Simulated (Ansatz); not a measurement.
Compressing Zr₂N: a fit and a missing row

Zr₂N, P4_2/mnm, a = 5.417 Å, c = 3.300 Å. The structure is a Materials Project entry; whether it is the stable form wasn't checked. Ansatz: r2SCAN, PAW, 500 eV, Γ-centred 8×8×10 mesh on 6 atoms, Gaussian smearing 0.10 eV; no spin polarisation. Shape and atoms are relaxed at each volume; pressure is positive in compression.

```tsv
V (Å³/atom)	P (GPa)
15.173	?
15.657	5.94
16.142	0.00
16.626	-5.09
17.110	-9.43
```

Problem. Take V0 = 16.142 Å³/atom, fit the third-order Birch–Murnaghan form to the other rows, and predict the missing pressure.

Solution. With the Eulerian strain f = ½[(V0/V)^(2/3) − 1] and y = P/[3f(1 + 2f)^(5/2)], the form is the line y = B0 + 1.5 B0 (B0′ − 4) f. Rows (f, y): 0.01027, 183.2; -0.00975, 182.8; -0.01904, 181.9. Means f = -0.006173, y = 182.63; Σ(Δf)² = 0.0004487, ΣΔfΔy = 0.01816; the slope is their ratio. y = 182.9 + 40.46 f GPa, so B0 = 182.9 GPa and B0′ = 4 + 2 × (40.46)/(3 × 182.9) = 4.15. At V = 15.173, f = 0.02107, y = 183.75 and P = 12.88 GPa. The run gave 12.86 GPa, so the fit is 0.02 GPa too high, a small miss on the scale of the series. The form still works here, 33 % of the fitted range beyond its end.